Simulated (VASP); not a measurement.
# Al (P6/mmm) in VASP: single point with PBE

Aim: the single point of Al with PBE.

Everything below comes from runs of VASP 6.6.1. Logs are shortened: lines on timing, memory, paths and dates and some standing lists are left out, and cuts for length are marked.

### 1 The undisturbed crystal

The structure is hexagonal, space group P6/mmm (No. 191). The conventional cell has a = 4.583 Å, b = 4.583 Å, c = 2.838 Å, α = 90.00°, β = 90.00°, γ = 120.00°. Al (site symmetry 6/mmm) is surrounded by 14 Al at 2.84 to 3.00 Å. Al (site symmetry -6m2) has 11 Al at 2.65 to 3.00 Å as nearest neighbours.

This isn't the form of Al at room conditions, which is fcc.

### 2 Single point, PBE (volume scaled by 0.55, crystal datasets)

INCAR reads:

```
SYSTEM = Al
PREC = Accurate ; ENCUT = 520
EDIFF = 1E-6 ; ISMEAR = -1
SIGMA = 0.08 ; LREAL = .FALSE.
LASPH = .TRUE. ; NELM = 100
ALGO = Fast ; ISIF = 2
LWAVE = .FALSE. ; LCHARG = .TRUE.
GGA = PE ; LELF = .TRUE.
LVHAR = .TRUE. ; NBANDS = 12
```

KPOINTS reads:

```
Automatic mesh
0
G
  8 8 11
  0 0 0
```

POSCAR reads:

```
Al
1.0
    3.7899120555      0.0000000000      0.0000000000
   -1.8949560278      3.2821601182      0.0000000000
    0.0000000000      0.0000000000      2.2823490156
Al
3
Direct
    0.0000000000      0.0000000000      0.0000000000
    0.3333333333      0.6666666667      0.5000000000
    0.6666666667      0.3333333333      0.5000000000
```

Potentials or basis: VASP PAW PBE potentials, release 64 (Al).

Started as:

```
$ cat potpaw_PBE.64/Al/POTCAR > POTCAR
$ mpirun -np 1 vasp_std > vasp.out
```

OUTCAR:

```text
SYSTEM = Al
   PREC = Accurate
   ENCUT = 520
   EDIFF = 1E-6
   ISMEAR = -1
   LREAL = .FALSE.
   LASPH = .TRUE.
   NELM = 100
   ISIF = 2
   GGA = PE

 ion  position               nearest neighbor table
   1  0.000  0.000  0.000-   2 2.47   3 2.47   2 2.47   3 2.47   3 2.47   3 2.47   2 2.47   2 2.47
                             3 2.47   3 2.47   2 2.47   2 2.47
   2  0.333  0.667  0.500-   3 2.19   3 2.19   3 2.19   1 2.47   1 2.47   1 2.47   1 2.47   1 2.47
                             1 2.47   3 3.16   3 3.16   3 3.16   3 3.16   3 3.16   3 3.16
   3  0.667  0.333  0.500-   2 2.19   2 2.19   2 2.19   1 2.47   1 2.47   1 2.47   1 2.47   1 2.47
                             1 2.47   2 3.16   2 3.16   2 3.16   2 3.16   2 3.16   2 3.16

  LATTYP: Found a hexagonal cell.
 ALAT       =     3.7899120555
 C/A-ratio  =     0.6022168805

  Lattice vectors:

 A1 = (   3.7899120555,   0.0000000000,   0.0000000000)
 A2 = (  -1.8949560278,   3.2821601182,   0.0000000000)
 A3 = (   0.0000000000,   0.0000000000,   2.2823490156)

Analysis of symmetry for initial positions (statically):
=====================================================================
 Subroutine PRICEL returns:
 Original cell was already a primitive cell.

 Routine SETGRP: Setting up the symmetry group for a
 hexagonal supercell.

 Subroutine GETGRP returns: Found 24 space group operations
 (whereof 24 operations were pure point group operations)
 out of a pool of 24 trial point group operations.

The static configuration has the point symmetry D_6h.

Analysis of symmetry for dynamics (positions and initial velocities):
=====================================================================
 Subroutine PRICEL returns:
 Original cell was already a primitive cell.

 Routine SETGRP: Setting up the symmetry group for a
 hexagonal supercell.

 Subroutine GETGRP returns: Found 24 space group operations
 (whereof 24 operations were pure point group operations)
 out of a pool of 24 trial point group operations.

The dynamic configuration has the point symmetry D_6h.

 Subroutine INISYM returns: Found 24 space group operations
 (whereof 24 operations are pure point group operations),
 and found     1 'primitive' translations

----------------------------------------------------------------------------------------

                                     Primitive cell

  volume of cell :      28.3904

  direct lattice vectors                    reciprocal lattice vectors
     3.789912055  0.000000000  0.000000000     0.263858365  0.152338698  0.000000000
    -1.894956028  3.282160118  0.000000000     0.000000000  0.304677397  0.000000000
     0.000000000  0.000000000  2.282349016     0.000000000  0.000000000  0.438145083

  length of vectors
     3.789912055  3.789912056  2.282349016     0.304677397  0.304677397  0.438145083

  position of ions in fractional coordinates (direct lattice)
     0.000000000  0.000000000  0.000000000
     0.333333333  0.666666667  0.500000000
     0.666666667  0.333333333  0.500000000

  ion indices of the primitive-cell ions
   primitive index   ion index
                 1           1
                 2           2
                 3           3

----------------------------------------------------------------------------------------

 KPOINTS: Automatic mesh

Automatic generation of k-mesh.
 Grid dimensions read from file:
 generate k-points for:    8    8   11

 Generating k-lattice:

  Cartesian coordinates                     Fractional coordinates (reciprocal lattice)
     0.032982296  0.019042337  0.000000000     0.125000000  0.000000000  0.000000000
     0.000000000  0.038084675  0.000000000     0.000000000  0.125000000  0.000000000
     0.000000000  0.000000000  0.039831371     0.000000000  0.000000000  0.090909091

  Length of vectors
     0.038084675  0.038084675  0.039831371

  Shift w.r.t. Gamma in fractional coordinates (k-lattice)
     0.000000000  0.000000000  0.000000000

 Subroutine IBZKPT returns following result:
 ===========================================

 Found     60 irreducible k-points:

 Following reciprocal coordinates:
            Coordinates               Weight
  0.000000  0.000000  0.000000      1.000000
  0.125000  0.000000  0.000000      6.000000
  0.250000  0.000000  0.000000      6.000000
  0.375000  0.000000  0.000000      6.000000
  0.500000  0.000000  0.000000      3.000000
  0.125000  0.125000  0.000000      6.000000
[... 16 lines left out ...]
  0.250000  0.000000  0.181818     12.000000
  0.375000  0.000000  0.181818     12.000000
 [... further k-points ...]
   k-points           NKPTS =     60   k-points in BZ     NKDIM =     60   number of bands    NBANDS=     12
   number of dos      NEDOS =    301   number of ions     NIONS =      3
   total plane-waves  NPLWV =  14112
   dimension x,y,z NGX =    28 NGY =   28 NGZ =   18
   dimension x,y,z NGXF=    56 NGYF=   56 NGZF=   36
   ions per type =               3
   NGX,Y,Z   is equivalent  to a cutoff of  12.28, 12.28, 13.11 a.u.
   NGXF,Y,Z  is equivalent  to a cutoff of  24.56, 24.56, 26.22 a.u.
 SYSTEM =  Al
   PREC   = accura    normal or accurate (medium, high low for compatibility)
   ISTART =      0    job   : 0-new  1-cont  2-samecut
   ICHARG =      2    charge: 1-file 2-atom 10-const
   ISPIN  =      1    spin polarized calculation?
   LNONCOLLINEAR =      F non collinear calculations
   LSORBIT =      F    spin-orbit coupling
   LASPH  =      T    aspherical Exc in radial PAW
   ENCUT  =  520.0 eV  38.22 Ry    6.18 a.u.   7.05  7.05  4.24*2*pi/ulx,y,z
   NELM   =    100;   NELMIN=  2; NELMDL= -5     # of ELM steps
   EDIFF  = 0.1E-05   stopping-criterion for ELM
   LREAL  =      F    real-space projection
   EDIFFG = 0.1E-04   stopping-criterion for IOM
   NSW    =      0    number of steps for IOM
   IBRION =     -1    ionic relax: 0-MD 1-quasi-New 2-CG
   NFREE  =      0    steps in history (QN), initial steepest desc. (CG)
   ISIF   =      2    stress and relaxation
   ISYM   =      2    0-nonsym 1-usesym 2-fastsym
   POTIM  = 0.5000    time-step for ionic-motion
   TEBEG  =    0.0;   TEEND  =   0.0 temperature during run
   PSTRESS=    0.0 pullay stress
   NELECT =       9.0000    total number of electrons
   NUPDOWN=      -1.0000    fix difference up-down
   EMIN   =  10.00;   EMAX   =-10.00  energy-range for DOS
   EFERMI =   0.00;   METHOD = LEGACY
   ISMEAR =    -1;   SIGMA  =   0.08  broadening in eV -4-tet -1-fermi 0-gaus
   EFERMI_NEDOS =   21; number of points for ismear=-14 and -15
   IALGO  =     68    algorithm
   IMIX   =      4    mixing-type and parameters
     AMIX     =   0.40;   BMIX     =  1.00
     AMIX_MAG =   1.60;   BMIX_MAG =  1.00
  volume/ion in A,a.u.               =       9.46        63.86
  Fermi-wavevector in a.u.,A,eV,Ry     =   1.116260  2.109425 16.953353  1.246036
  Thomas-Fermi vector in A             =   2.252872
   LORBIT       =      0    0 simple, 1 ext, 2 COOP (PROOUT), +10 PAW based schemes
   GGA     = PE    functional components
   LHFCALC =     F    Hartree Fock is set to
   AEXX    =    0.0000 exact exchange contribution
   IVDW    =     0    specifies the selected vdW correction
   LEPSILON=     F    determine dielectric tensor
   LRPA    =     F    only Hartree local field effects (RPA)
 non-spin polarized calculation
 RMM-DIIS sequential band-by-band and
  energy-cutoff  :      520.00
  volume of cell :       28.39
 maximum number of plane-waves:       774
   NGX = 15   NGY = 15   NGZ =  9

 number of electron       9.0000000 magnetization

 Free energy of the ion-electron system (eV)
  ---------------------------------------------------
  ext. energy  EPLUGINS =         0.00000000
  ---------------------------------------------------
  free energy    TOTEN  =        -4.73691519 eV

  energy without entropy =       -4.71303268  energy(sigma->0) =       -4.72497394

 E-fermi :  15.2573     XC(G=0): -12.4089

 val. band max:       15.2550675613   @ k =   0.1250   0.0000   0.4545
 cond. band min:      15.2906683651   @ k =   0.2500   0.1250   0.0000
 fundamental gap:      0.0356008039
 Fermi energy:        15.2573305496

 k-point     1 :       0.0000    0.0000    0.0000
  band No.  band energies     occupation
      1      -0.2879      2.00000
      2      11.4877      2.00000
      3      11.4877      2.00000
      4      11.5499      2.00000
      5      11.5499      2.00000
      6      14.9277      1.96804
      7      15.4346      0.19664
      8      26.4800      0.00000
      9      26.7207      0.00000
     10      33.2608      0.00000
     11      33.2608      0.00000
     12      33.5937      0.00000

 k-point     2 :       0.1250    0.0000    0.0000
  band No.  band energies     occupation
      1      -0.0745      2.00000
      2       9.3915      2.00000
      3      10.2369      2.00000
      4      11.7991      2.00000
      5      13.1800      2.00000
      6      16.0743      0.00007
      7      16.7549      0.00000
      8      26.6216      0.00000
      9      26.7981      0.00000
     10      30.9541      0.00000
     11      32.0812      0.00000
     12      33.2777      0.00000

 k-point     3 :       0.2500    0.0000    0.0000
  band No.  band energies     occupation
      1       0.5624      2.00000
      2       7.0163      2.00000
      3       9.3276      2.00000
      4      11.1226      2.00000
      5      15.2271      1.18680
      6      17.9601      0.00000
      7      19.7427      0.00000
      8      26.6550      0.00000
      9      27.0475      0.00000
     10      27.2744      0.00000
     11      30.0002      0.00000
     12      31.6012      0.00000
[... 286 lines left out ...]
 k-point    23 :       0.2500    0.0000    0.1818
  band No.  band energies     occupation
      1       1.4819      2.00000
      2       7.8567      2.00000
      3      10.1262      2.00000
      4      11.9051      2.00000
      5      16.0428      0.00011
      6      16.9841      0.00000
      7      19.6373      0.00000
      8      22.2112      0.00000
      9      24.4589      0.00000
     10      26.0378      0.00000
     11      27.9678      0.00000
     12      28.0093      0.00000

 k-point    24 :       0.3750    0.0000    0.1818
  band No.  band energies     occupation
      1       2.5191      2.00000
      2       5.7400      2.00000
      3       9.5808      2.00000
      4      11.4098      2.00000
      5      18.3943      0.00000
      6      18.4841      0.00000
      7      21.2566      0.00000
      8      22.3875      0.00000
      9      24.5161      0.00000
     10      25.4782      0.00000
     11      25.5889      0.00000
     12      26.8881      0.00000

 [... further k-points ...]

------------------------ aborting loop because EDIFF is reached ----------------------------------------

  FORCE on cell =-STRESS in cart. coord.  units (eV):
  Direction    XX          YY          ZZ          XY          YZ          ZX
  --------------------------------------------------------------------------------------
  -------------------------------------------------------------------------------------
  Total       25.0956143     25.0956143     25.0914496     -0.0000000      0.0000000      0.0000000
  in kB     1416.2419687   1416.2419688   1416.0069381     -0.0000000      0.0000000      0.0000000
  external PRESSURE =    1416.1636252 kB  Pullay stress =       0.0000000 kB

 VOLUME and BASIS-vectors are now :
 -----------------------------------------------------------------------------
  energy-cutoff  :      520.00
  volume of cell :       28.39
      direct lattice vectors                 reciprocal lattice vectors
     3.789912055  0.000000000  0.000000000     0.263858365  0.152338698  0.000000000
    -1.894956028  3.282160118  0.000000000     0.000000000  0.304677397  0.000000000
     0.000000000  0.000000000  2.282349016     0.000000000  0.000000000  0.438145083

 POSITION                                       TOTAL-FORCE (eV/Angst)
 -----------------------------------------------------------------------------------
      0.00000      0.00000      0.00000        -0.000000      0.000000      0.000000
     -0.00000      2.18811      1.14117         0.000000     -0.000000      0.000000
      1.89496      1.09405      1.14117        -0.000000      0.000000      0.000000
 -----------------------------------------------------------------------------------
    total drift:                                0.000000     -0.000000      0.000000

  FREE ENERGIE OF THE ION-ELECTRON SYSTEM (eV)
  ---------------------------------------------------
  free  energy   TOTEN  =        -4.7369151881 eV

  energy  without entropy=       -4.7130326850  energy(sigma->0) =       -4.72497394
```

It took 12 s on 1 thread of Intel Xeon Platinum 8488C (Sapphire Rapids), shared host; peak memory 0.13 GiB.

Results:

- Free energy: -4.7369 eV
- Pressure: 141.6 GPa
- Band gap on the k mesh: none (metal or under the smearing width)

Levels at points of the mesh, in eV from the Fermi level:
| k point | band 1 | band 2 | band 3 | band 4 | band 5 | band 6 | band 7 | band 8 |
| --- | --- | --- | --- | --- | --- | --- | --- | --- |
| (0.00, 0.00, 0.00) | -15.55 | -3.77 | -3.77 | -3.71 | -3.71 | -0.33 | 0.18 | 11.22 |
| (0.50, 0.00, 0.00) | -12.21 | -12.19 | -6.65 | -4.85 | 5.11 | 5.38 | 7.08 | 7.59 |

Caveat: the cell as given lies far from equilibrium; so large a pressure means that the cell lies far from this level's equilibrium, or that cutoff or potentials fall short.
